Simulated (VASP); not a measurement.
# Si3Ge (I4/mmm) in VASP: relaxation of cell and atoms with PBE

Aim: the relaxation of cell and atoms of Si3Ge with PBE.

All numbers are computed with VASP 6.6.1; they aren't measurements. Logs are shortened: lines on timing, memory, paths and dates and some standing lists are left out, and cuts for length are marked.

## Step 1: The crystal as given

The structure is tetragonal, space group I4/mmm (No. 139). Conventional cell: a = 4.778 Å, b = 4.778 Å, c = 5.940 Å, α = 90.00°, β = 90.00°, γ = 90.00°. Around Si (site symmetry mmm) lie 2 Si at 2.39 Å and 2 Ge at 2.39 Å. Si (site symmetry 4/mmm) is surrounded by 4 Si at 2.39 Å. Around Ge (site symmetry 4/mmm) lie 4 Si at 2.39 Å.

The cell was built by a generator and needn't be a form met in nature.

## Step 2: Relaxation of cell and atoms, PBE

Input file INCAR:

```
SYSTEM = Si3Ge
PREC     = Normal         ! precision mode
ENCUT    = 520            ! plane-wave cutoff, eV
EDIFF    = 1E-4           ! SCF threshold, eV
ISMEAR   = 0              ! smearing method
SIGMA    = 0.15           ! smearing width, eV
LREAL    = .False.        ! projectors in reciprocal space
LASPH    = .True.         ! aspherical terms in the spheres
NELM     = 60             ! most SCF steps
ALGO     = Fast           ! electronic algorithm
ISIF     = 3              ! what is computed and relaxed
LWAVE    = .False.        ! write WAVECAR
LCHARG   = .False.        ! write CHGCAR
GGA      = PE             ! functional
IBRION   = 2              ! ionic algorithm
NSW      = 24             ! ionic steps
EDIFFG   = -0.08          ! ionic threshold
```

Input file KPOINTS:

```
Automatic mesh
0
Gamma
  6 6 6
  0 0 0
```

Input file POSCAR:

```
Si3Ge
1.0
   -2.3889710000      2.3889710000      2.9699680100
    2.3889710000     -2.3889710000      2.9699680100
    2.3889710000      2.3889710000     -2.9699680100
Si Ge
3 1
Direct
    0.5000000000      0.0000000000      0.5000000000
    0.0000000000      0.5000000000      0.5000000000
    0.0000000000      0.0000000000      0.0000000000
    0.5000000000      0.5000000000      0.0000000000
```

Potentials or basis: VASP PAW PBE potentials, release 64 (Si, Ge_d).

Command:

```
cat potpaw_PBE.64/Si/POTCAR potpaw_PBE.64/Ge_d/POTCAR > POTCAR
mpirun -np 1 vasp_std > vasp.out
```

OUTCAR:

```text
SYSTEM = Si3Ge
   PREC = Normal
   ENCUT = 520
   EDIFF = 1E-4
   ISMEAR = 0
   LREAL = .False.
   LASPH = .True.
   NELM = 60
   ISIF = 3
   GGA = PE
   IBRION = 2
   NSW = 24
   EDIFFG = -0.08

 ion  position               nearest neighbor table
   1  0.500  0.000  0.500-   3 2.39   4 2.39   4 2.39   3 2.39   2 2.97   2 2.97
   2  0.000  0.500  0.500-   3 2.39   4 2.39   3 2.39   4 2.39   1 2.97   1 2.97
   3  0.000  0.000  0.000-   1 2.39   2 2.39   2 2.39   1 2.39   4 2.97   4 2.97
   4  0.500  0.500  0.000-   1 2.39   2 2.39   1 2.39   2 2.39   3 2.97   3 2.97

  LATTYP: Found a body centered tetragonal cell.
 ALAT       =     4.7779420000
 C/A-ratio  =     1.2431996914

  Lattice vectors:

 A1 = (  -2.3889710000,   2.3889710000,   2.9699680100)
 A2 = (   2.3889710000,  -2.3889710000,   2.9699680100)
 A3 = (   2.3889710000,   2.3889710000,  -2.9699680100)

Analysis of symmetry for initial positions (statically):
=====================================================================
 Subroutine PRICEL returns:
 Original cell was already a primitive cell.

 Routine SETGRP: Setting up the symmetry group for a
 body centered tetragonal supercell.

 Subroutine GETGRP returns: Found 16 space group operations
 (whereof 16 operations were pure point group operations)
 out of a pool of 16 trial point group operations.

The static configuration has the point symmetry D_4h.

Analysis of symmetry for dynamics (positions and initial velocities):
=====================================================================
 Subroutine PRICEL returns:
 Original cell was already a primitive cell.

 Routine SETGRP: Setting up the symmetry group for a
 body centered tetragonal supercell.

 Subroutine GETGRP returns: Found 16 space group operations
 (whereof 16 operations were pure point group operations)
 out of a pool of 16 trial point group operations.

The dynamic configuration has the point symmetry D_4h.

 Subroutine INISYM returns: Found 16 space group operations
 (whereof 16 operations are pure point group operations),
 and found     1 'primitive' translations

----------------------------------------------------------------------------------------

                                     Primitive cell

  volume of cell :      67.8006

  direct lattice vectors                    reciprocal lattice vectors
    -2.388971000  2.388971000  2.969968010     0.000000000  0.209295132  0.168351982
     2.388971000 -2.388971000  2.969968010     0.209295132  0.000000000  0.168351982
     2.388971000  2.388971000 -2.969968010     0.209295132  0.209295132  0.000000000

  length of vectors
     4.498341345  4.498341345  4.498341345     0.268601642  0.268601642  0.295988014

  position of ions in fractional coordinates (direct lattice)
     0.500000000  0.000000000  0.500000000
     0.000000000  0.500000000  0.500000000
     0.000000000  0.000000000  0.000000000
     0.500000000  0.500000000  0.000000000

  ion indices of the primitive-cell ions
   primitive index   ion index
                 1           1
                 2           2
                 3           3
                 4           4

----------------------------------------------------------------------------------------

 KPOINTS: Automatic mesh

Automatic generation of k-mesh.
 Grid dimensions read from file:
 generate k-points for:    6    6    6

 Generating k-lattice:

  Cartesian coordinates                     Fractional coordinates (reciprocal lattice)
     0.000000000  0.034882522  0.028058664     0.166666667  0.000000000 -0.000000000
     0.034882522  0.000000000  0.028058664     0.000000000  0.166666667 -0.000000000
     0.034882522  0.034882522  0.000000000     0.000000000  0.000000000  0.166666667

  Length of vectors
     0.044766940  0.044766940  0.049331336

  Shift w.r.t. Gamma in fractional coordinates (k-lattice)
     0.000000000  0.000000000  0.000000000

 Subroutine IBZKPT returns following result:
 ===========================================

 Found     30 irreducible k-points:

 Following reciprocal coordinates:
            Coordinates               Weight
  0.000000  0.000000  0.000000      1.000000
  0.166667 -0.000000  0.000000      8.000000
  0.333333 -0.000000  0.000000      8.000000
  0.500000  0.000000  0.000000      4.000000
  0.166667  0.166667  0.000000      8.000000
  0.333333  0.166667  0.000000     16.000000
[... 16 lines left out ...]
 -0.333333 -0.333333  0.166667      8.000000
 -0.166667 -0.333333  0.166667      8.000000
 [... further k-points ...]
   k-points           NKPTS =     30   k-points in BZ     NKDIM =     30   number of bands    NBANDS=     17
   number of dos      NEDOS =    301   number of ions     NIONS =      4
   total plane-waves  NPLWV =  21952
   dimension x,y,z NGX =    28 NGY =   28 NGZ =   28
   dimension x,y,z NGXF=    56 NGYF=   56 NGZF=   56
   ions per type =               3   1
   NGX,Y,Z   is equivalent  to a cutoff of  10.35, 10.35, 10.35 a.u.
   NGXF,Y,Z  is equivalent  to a cutoff of  20.70, 20.70, 20.70 a.u.
 SYSTEM =  Si3Ge
   PREC   = normal    normal or accurate (medium, high low for compatibility)
   ISTART =      0    job   : 0-new  1-cont  2-samecut
   ICHARG =      2    charge: 1-file 2-atom 10-const
   ISPIN  =      1    spin polarized calculation?
   LNONCOLLINEAR =      F non collinear calculations
   LSORBIT =      F    spin-orbit coupling
   LASPH  =      T    aspherical Exc in radial PAW
   ENCUT  =  520.0 eV  38.22 Ry    6.18 a.u.   8.36  8.36  8.36*2*pi/ulx,y,z
   NELM   =     60;   NELMIN=  2; NELMDL= -5     # of ELM steps
   EDIFF  = 0.1E-03   stopping-criterion for ELM
   LREAL  =      F    real-space projection
   EDIFFG = -.8E-01   stopping-criterion for IOM
   NSW    =     24    number of steps for IOM
   IBRION =      2    ionic relax: 0-MD 1-quasi-New 2-CG
   NFREE  =      1    steps in history (QN), initial steepest desc. (CG)
   ISIF   =      3    stress and relaxation
   ISYM   =      2    0-nonsym 1-usesym 2-fastsym
   POTIM  = 0.5000    time-step for ionic-motion
   TEBEG  =    0.0;   TEEND  =   0.0 temperature during run
   PSTRESS=    0.0 pullay stress
   NELECT =      26.0000    total number of electrons
   NUPDOWN=      -1.0000    fix difference up-down
   EMIN   =  10.00;   EMAX   =-10.00  energy-range for DOS
   EFERMI =   0.00;   METHOD = LEGACY
   ISMEAR =     0;   SIGMA  =   0.15  broadening in eV -4-tet -1-fermi 0-gaus
   EFERMI_NEDOS =   21; number of points for ismear=-14 and -15
   IALGO  =     68    algorithm
   IMIX   =      4    mixing-type and parameters
     AMIX     =   0.40;   BMIX     =  1.00
     AMIX_MAG =   1.60;   BMIX_MAG =  1.00
  volume/ion in A,a.u.               =      16.95       114.39
  Fermi-wavevector in a.u.,A,eV,Ry     =   1.189382  2.247606 19.247210  1.414630
  Thomas-Fermi vector in A             =   2.325491
   LORBIT       =      0    0 simple, 1 ext, 2 COOP (PROOUT), +10 PAW based schemes
   GGA     = PE    functional components
   LHFCALC =     F    Hartree Fock is set to
   AEXX    =    0.0000 exact exchange contribution
   IVDW    =     0    specifies the selected vdW correction
   LEPSILON=     F    determine dielectric tensor
   LRPA    =     F    only Hartree local field effects (RPA)
 conjugate gradient relaxation of ions
 non-spin polarized calculation
 RMM-DIIS sequential band-by-band and
 Gauss-broadening in eV      SIGMA  =   0.15
  energy-cutoff  :      520.00
  volume of cell :       67.80
 maximum number of plane-waves:      1848
   NGX = 17   NGY = 17   NGZ = 17

--------------------------------------- Ionic step        1  -------------------------------------------

 number of electron      25.9999982 magnetization

 Free energy of the ion-electron system (eV)
  ---------------------------------------------------
  ext. energy  EPLUGINS =         0.00000000
  ---------------------------------------------------
  free energy    TOTEN  =       -18.54109270 eV

  energy without entropy =      -18.52563993  energy(sigma->0) =      -18.53336632

------------------------ aborting loop because EDIFF is reached ----------------------------------------

  FORCE on cell =-STRESS in cart. coord.  units (eV):
  Direction    XX          YY          ZZ          XY          YZ          ZX
  --------------------------------------------------------------------------------------
  -------------------------------------------------------------------------------------
  Total        7.7194169      7.7194169     -4.0671361      0.0000000     -0.0000000     -0.0000000
  in kB      182.4154242    182.4154242    -96.1093776      0.0000000     -0.0000000     -0.0000000
  external PRESSURE =      89.5738236 kB  Pullay stress =       0.0000000 kB

 VOLUME and BASIS-vectors are now :
 -----------------------------------------------------------------------------
  energy-cutoff  :      520.00
  volume of cell :       67.80
      direct lattice vectors                 reciprocal lattice vectors
    -2.388971000  2.388971000  2.969968010     0.000000000  0.209295132  0.168351982
     2.388971000 -2.388971000  2.969968010     0.209295132  0.000000000  0.168351982
     2.388971000  2.388971000 -2.969968010     0.209295132  0.209295132  0.000000000
[... 267 lines left out ...]
 POSITION                                       TOTAL-FORCE (eV/Angst)
 -----------------------------------------------------------------------------------
      0.00000      2.55980      0.00000        -0.000000     -0.000000     -0.000000
      2.55980      0.00000      0.00000        -0.000000     -0.000000     -0.000000
      2.55980      2.55980     -2.58299        -0.000000     -0.000000     -0.000000
      0.00000      0.00000      2.58299         0.000000      0.000000      0.000000
 -----------------------------------------------------------------------------------
    total drift:                                0.000000     -0.000000      0.000000

  FREE ENERGIE OF THE ION-ELECTRON SYSTEM (eV)
  ---------------------------------------------------
  free  energy   TOTEN  =       -19.3175307409 eV

  energy  without entropy=      -19.2958680938  energy(sigma->0) =      -19.30669942

--------------------------------------- Ionic step        9  -------------------------------------------

 number of electron      26.0000043 magnetization

 Free energy of the ion-electron system (eV)
  ---------------------------------------------------
  ext. energy  EPLUGINS =         0.00000000
  ---------------------------------------------------
  free energy    TOTEN  =       -19.31735991 eV

  energy without entropy =      -19.29597526  energy(sigma->0) =      -19.30666759

 E-fermi :   7.6910     XC(G=0): -10.7567

 val. band max:        7.6588665987   @ k =   0.5000   0.3333   0.0000
 cond. band min:       7.7020339645   @ k =   0.5000   0.5000   0.0000
 fundamental gap:      0.0431673657
 Fermi energy:         7.6909727279

 k-point     1 :       0.0000    0.0000    0.0000
  band No.  band energies     occupation
      1     -16.7355      2.00000
      2     -16.7332      2.00000
      3     -16.7021      2.00000
      4     -16.7021      2.00000
      5     -16.7020      2.00000
      6      -5.4475      2.00000
[... 9 lines left out ...]
     16       9.6368      0.00000
     17       9.6370      0.00000
[... 441 lines left out ...]
 k-point    24 :      -0.1667   -0.3333    0.1667
  band No.  band energies     occupation
      1     -16.7365      2.00000
      2     -16.7332      2.00000
      3     -16.7018      2.00000
      4     -16.7012      2.00000
      5     -16.7003      2.00000
      6      -3.9907      2.00000
[... 9 lines left out ...]
     16      10.8057      0.00000
     17      11.6573      0.00000

 [... further k-points ...]

------------------------ aborting loop because EDIFF is reached ----------------------------------------

  FORCE on cell =-STRESS in cart. coord.  units (eV):
  Direction    XX          YY          ZZ          XY          YZ          ZX
  --------------------------------------------------------------------------------------
  -------------------------------------------------------------------------------------
  Total        0.3155402      0.3155402     -0.1701466      0.0000000      0.0000000      0.0000000
  in kB        7.4518942      7.4518942     -4.0182341      0.0000000      0.0000000      0.0000000
  external PRESSURE =       3.6285181 kB  Pullay stress =       0.0000000 kB

 VOLUME and BASIS-vectors are now :
 -----------------------------------------------------------------------------
  energy-cutoff  :      520.00
  volume of cell :       67.84
      direct lattice vectors                 reciprocal lattice vectors
    -2.559712024  2.559712024  2.588548953     0.000000000  0.195334473  0.193158410
     2.559712024 -2.559712024  2.588548953     0.195334473  0.000000000  0.193158410
     2.559712024  2.559712024 -2.588548953     0.195334473  0.195334473  0.000000000

 POSITION                                       TOTAL-FORCE (eV/Angst)
 -----------------------------------------------------------------------------------
      0.00000      2.55971      0.00000        -0.000000      0.000000     -0.000000
      2.55971      0.00000      0.00000        -0.000000      0.000000     -0.000000
     -0.00000      0.00000      0.00000        -0.000000      0.000000     -0.000000
      0.00000      0.00000      2.58855         0.000000     -0.000000      0.000000
 -----------------------------------------------------------------------------------
    total drift:                                0.000000     -0.000000      0.000000

  FREE ENERGIE OF THE ION-ELECTRON SYSTEM (eV)
  ---------------------------------------------------
  free  energy   TOTEN  =       -19.3173599144 eV

  energy  without entropy=      -19.2959752620  energy(sigma->0) =      -19.30666759

 reached required accuracy - stopping structural energy minimisation
```

It took 66 s on 1 thread of Intel Xeon Platinum 8488C (Sapphire Rapids), shared host; peak memory 0.17 GiB.

What came out:

- Free energy: -19.3174 eV
- Relaxed volume: 16.96 Å³/atom
- Relaxed cell: a = 4.450 Å, b = 4.450 Å, c = 4.450 Å, α = 109.78°, β = 109.78°, γ = 108.86°
- Space group after relaxing (to 0.05 Å): I4/mmm (No. 139)
- Energy gained by relaxing: 194.1 meV/atom
- Ionic steps: 9
- Pressure after relaxing: 0.4 GPa
- Band gap on the k mesh: none (metal or under the smearing width)

Step by step:
```
step  energy change (eV)  largest force (eV/Å)  pressure (GPa)  volume (Å³)
   1              0.0000                0.0000            8.96        67.80
   2             -0.4700                0.0000           -7.76        77.04
   3             -0.5015                0.0000           -4.10        74.45
   4             -0.5033                0.0000           -5.34        74.95
   5             -0.5031                0.0000           -4.76        74.73
   6             -0.7092                0.0000           -2.05        70.57
   7             -0.7756                0.0000            0.51        68.00
   8             -0.7764                0.0000            0.66        67.70
   9             -0.7763                0.0000            0.36        67.84
```

Final structure:
```cif
data_structure
_symmetry_space_group_name_H-M 'P 1'
_symmetry_Int_Tables_number 1
_cell_length_a 4.4503
_cell_length_b 4.4503
_cell_length_c 4.4503
_cell_angle_alpha 109.775
_cell_angle_beta 109.775
_cell_angle_gamma 108.865
_cell_volume 67.84
loop_
_atom_site_label
_atom_site_type_symbol
_atom_site_fract_x
_atom_site_fract_y
_atom_site_fract_z
_atom_site_occupancy
Si1 Si 0.50000 0.00000 0.50000 1
Si2 Si 0.00000 0.50000 0.50000 1
Si3 Si 0.00000 0.00000 0.00000 1
Ge1 Ge 0.50000 0.50000 0.00000 1
```

Caveat: the relaxation stopped at a loose force limit of 0.08 eV/Å, so its end isn't a converged minimum.
